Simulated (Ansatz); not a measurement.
## BN in Ansatz: the effect of functional

The system is BN.

```
CELL_PARAMETERS angstrom
2.55723 0.00000 0.00000
-1.27116 2.21891 0.00000
-0.64303 -1.10946 3.08182
ATOMIC_POSITIONS crystal
N 0.66851 0.33238 0.98500
B 0.97964 0.98350 0.00181
```

The cell comes from a database or a generator and needn't be the stable form of this composition.

The cell isn't the ideal one: volume scaled by 1.06.

Alike in all runs:

| Quantity | Value |
| --- | --- |
| Program | Ansatz 0.2.0 |
| Task | single point |
| Potentials or basis | Ansatz PAW |
| k mesh | 13 × 13 × 9 |
| Occupations | fermi-dirac, width 0.05 eV |
| Spin | no spin polarisation |

```csv
functional,cutoff,gap on the mesh (eV),pressure (GPa),largest force (eV/Å)
LDA,420 eV (not typed: the program's choice for these potentials),?,?,?
PBEsol,420 eV (not typed: the program's choice for these potentials),2.74,-12.6,2.40
r2SCAN,500 eV (not typed: the program's choice for these potentials),3.31,-13.7,2.40
```

Task: What does the run with functional LDA give?

Result: gap on the mesh 2.68 eV; pressure -17.6 GPa; largest force 2.36 eV/Å.

Caveats: odd divisions of the mesh miss points on the zone boundary, where band edges often lie, so the gap on the mesh can be too wide; the PAW data sets come from PBE, with cores solved anew for the run's functional, which leaves a small shift of forces and pressure; forces of over 1 eV/Å show positions far from the minimum, so gaps and moduli don't describe the material at rest.

A k mesh can miss the band edges.

Runs at the PBE level aren't shown here.
